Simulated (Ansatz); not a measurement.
## Se: electron density at the nuclei under pressure

```
CELL_PARAMETERS angstrom
4.35517 0.00000 0.00000
-2.17758 3.77169 0.00000
0.00000 0.00000 4.94945
ATOMIC_POSITIONS crystal
Se 0.21700 0.00000 0.16667
Se 0.00000 0.21700 0.83333
Se 0.78300 0.78300 0.50000
```

Atoms are numbered in the order listed.

The geometry is COD entry 9008579, unchecked; take it as a test cell.

Level of theory: Ansatz 0.2.0, DFT, PBE, all-electron PAW with datasets made for the crystal, scalar-relativistic.

The runs use a Γ-centred 8×8×6 k mesh, Fermi–Dirac smearing of 0.03 eV, cutoff 200 eV (chosen by the program for this cell), no spin polarisation.

The contact density is the mean electron density over the nuclear volume; its changes follow the s electrons' response to bonding and compression. Changes below are taken from the unscaled cell, where it is 262973 e/Å³ at Se1.

| V/V(cell) | P (GPa) | Δρ(0) Se1 (e/Å³) |
| --- | --- | --- |
| 0.9400 | 10.4 | -0.86 |
| 0.9600 | 8.6 | -0.56 |
| 0.9800 | 7.0 | ? |
| 0.9900 | 6.2 | -0.13 |
| 1.0000 | 5.5 | 0.00 |
| 1.0100 | 4.8 | ? |
| 1.0200 | 4.2 | 0.26 |
| 1.0400 | 3.0 | ? |
| 1.0600 | 1.9 | 0.74 |

Give the missing entry: row "1.0100", column "Δρ(0) Se1 (e/Å³)".

0.13.

What belongs in the row "0.9800", column "Δρ(0) Se1 (e/Å³)"?

-0.27.

Give the missing entry: row "1.0400", column "Δρ(0) Se1 (e/Å³)".

0.50.

The datasets are made afresh for each cell, so very small changes are uncertain.
